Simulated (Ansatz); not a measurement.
# SiNi3: straining the crystal, biaxial strain in the a-b plane

An exercise on one series of results from a longer session: the logs are not shown, and one member is left open.

Program: Ansatz 0.2.0. Level of theory: DFT PBE, scalar-relativistic, plane waves, PAW. These are calculated values, not measurements.

2 further runs of the same task are left out: 2 set aside as unsound or not needed.

## The starting structure

The structure is cubic, space group Pm-3m (No. 221). The conventional cell has a = 3.506 Å, b = 3.506 Å, c = 3.506 Å, α = 90.00°, β = 90.00°, γ = 90.00°. Si (site symmetry m-3m) is surrounded by 12 Ni at 2.48 Å. Around Ni (site symmetry 4/mmm) lie 4 Si at 2.48 Å and 8 Ni at 2.48 Å.

Coordinates:

```cif
data_structure
_symmetry_space_group_name_H-M 'P 1'
_symmetry_Int_Tables_number 1
_cell_length_a 3.5063
_cell_length_b 3.5063
_cell_length_c 3.5063
_cell_angle_alpha 90.000
_cell_angle_beta 90.000
_cell_angle_gamma 90.000
_cell_volume 43.11
loop_
_atom_site_label
_atom_site_type_symbol
_atom_site_fract_x
_atom_site_fract_y
_atom_site_fract_z
_atom_site_occupancy
Si1 Si 0.00000 0.00000 0.00000 1
Ni1 Ni 0.00000 0.50000 0.50000 1
Ni2 Ni 0.50000 0.00000 0.50000 1
Ni3 Ni 0.50000 0.50000 0.00000 1
```

This cell was relaxed beforehand with the same method: volume 10.78 Å³/atom, gap on the mesh none (metal).

Set-up of the first run:

The input, input.yaml:

```yaml
crystal:
  lattice:
    - [3.5062596482, 0.0, 0.0]
    - [0.0, 3.5062596482, 0.0]
    - [0.0, 0.0, 3.5062596482]
  atoms:
    - { symbol: Si, position: [0.0, 0.0, 0.0] }
    - { symbol: Ni, position: [0.0, 0.5, 0.5] }
    - { symbol: Ni, position: [0.5, 0.0, 0.5] }
    - { symbol: Ni, position: [0.5, 0.5, 0.0] }
basis:
  ecutwfc: 420
kpoints:
  mp_grid: { grid: [14, 14, 14] }
hamiltonian:
  xc: pbe
scf:
  occupations: { method: gaussian, width: 0.1 }
output:
  forces: true
  stress: true
  eigenvalues: true
```

Started as:

```bash
$ ansatz run input.yaml --threads 1 --pin off --max-ram 2560MiB --backend cpu --events-out ev --progress --plain --runs-dir out
```

Steps of the session up to this table: Reference cell for the strains; At -1.5 %; The cell strained by +1.5 %; The cell strained by -3.0 %; At +3.0 %; Strain -4.5 %; The cell strained by +4.5 %.

One of the session's tables, all rows but one given; the rest of the session is left out.

| strain (%) | ΔE (meV/atom) | a (Å) | b (Å) | c (Å) |
| --- | --- | --- | --- | --- |
| -4.5 | 52.0 | 3.348 | 3.348 | 3.659 |
| -3.0 | 21.4 | 3.401 | 3.401 | 3.610 |
| -1.5 | 5.0 | 3.454 | 3.454 | 3.559 |
| +0.0 | 0.0 | 3.506 | 3.506 | 3.506 |
| +1.5 | 4.4 | 3.559 | 3.559 | 3.452 |
| +3.0 | ? | ? | ? | ? |
| +4.5 | 34.7 | 3.664 | 3.664 | 3.335 |

**Question.** Estimate the row for strain (%) = +3.0.

Worked estimate for «ΔE (meV/atom)». A straight line through the neighbours (1.5, 4.4) and (4.5, 34.7) gives 4.4 + (34.7 − 4.4) × (3.0 − 1.5) / (4.5 − 1.5) = 19.6; a parabola fitted to 3 rows on both sides gives 16.0.

The run gave: ΔE (meV/atom): 16.5; a (Å): 3.611; b (Å): 3.611; c (Å): 3.396. In «ΔE (meV/atom)» the line misses by +3.1 and the parabola by -0.5.

ΔE is over the unstrained cell. Stress in GPa, positive in compression, on the Cartesian axes of the input. 

Caveats from the session: The final runs have no spin polarisation, so no magnetic state was tried and one may lie lower.
